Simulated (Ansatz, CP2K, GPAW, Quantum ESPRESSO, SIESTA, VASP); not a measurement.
**One calculation of CsSnI3, 7 ways**

```xyz
5
Lattice="6.2057 0.0000 0.0000 0.0000 6.2057 0.0000 0.0000 0.0000 6.2057" Properties=species:S:1:pos:R:3 pbc="T T T"
Cs    0.0000    0.0000    0.0000
I     3.1029    3.1029    0.0000
I     3.1029    0.0000    3.1029
I     0.0000    3.1029    3.1029
Sn    3.1029    3.1029    3.1029
```

The cell was measured well above room temperature.

Alike in all runs: task equation of state; functional PBEsol; k mesh 5 × 5 × 5; occupations fermi-dirac, width 0.05 eV; no spin polarisation; no spin-orbit coupling.

| program and potentials | plane-wave cutoff (eV) | notes | equilibrium volume (Å³/atom) | bulk modulus (GPa) |
| --- | --- | --- | --- | --- |
| Ansatz, Ansatz PAW | 420 | potentials made for PBE, which Ansatz adapts in part | 45.82 | 18.2 |
| GPAW, PAW data sets generated for this functional | 600 | - | 45.84 | 18.3 |
| VASP, PBE PAW files Cs_sv, I, Sn_d, 520 eV | 520 | potentials made for PBE | 45.87 | 18.1 |
| Ansatz, all-electron LAPW, scalar-relativistic | - | - | 45.83 | 18.2 |
| Quantum ESPRESSO, GBRV 1.5 PBEsol | 925 | - | 45.80 | 18.2 |
| SIESTA, files PseudoDojo sr-pbesol-0.4.1-standard, DZP (energy shift 0.003 Ry; two zetas on semicore shells; d shell added on Cs) | - | atomic basis | 46.34 | 18.8 |
| CP2K, POTENTIAL_UZH Cs GTH-PBE-q9, I GTH-PBE-q7, Sn GTH-PBE-q4; TZVP-MOLOPT-PBE-GTH basis | - | atomic basis; potentials made for PBE | 47.96 | 17.0 |

The equilibrium volume spans 45.80 (Quantum ESPRESSO, GBRV 1.5 PBEsol) to 47.96 Å³/atom (CP2K, POTENTIAL_UZH Cs GTH-PBE-q9, I GTH-PBE-q7, Sn GTH-PBE-q4; TZVP-MOLOPT-PBE-GTH basis), with all-electron results at 45.83. The bulk modulus spans 17.0 (CP2K, POTENTIAL_UZH Cs GTH-PBE-q9, I GTH-PBE-q7, Sn GTH-PBE-q4; TZVP-MOLOPT-PBE-GTH basis) to 18.8 GPa (SIESTA, files PseudoDojo sr-pbesol-0.4.1-standard, DZP (energy shift 0.003 Ry; two zetas on semicore shells; d shell added on Cs)), with all-electron results at 18.2. Rows in atomic bases carry the error of their basis and grid, which can be large.

Differences between rows come from potentials, basis sets and numerical settings, since the functional is the same but for its coding. Runs on potential files found faulty are left out.
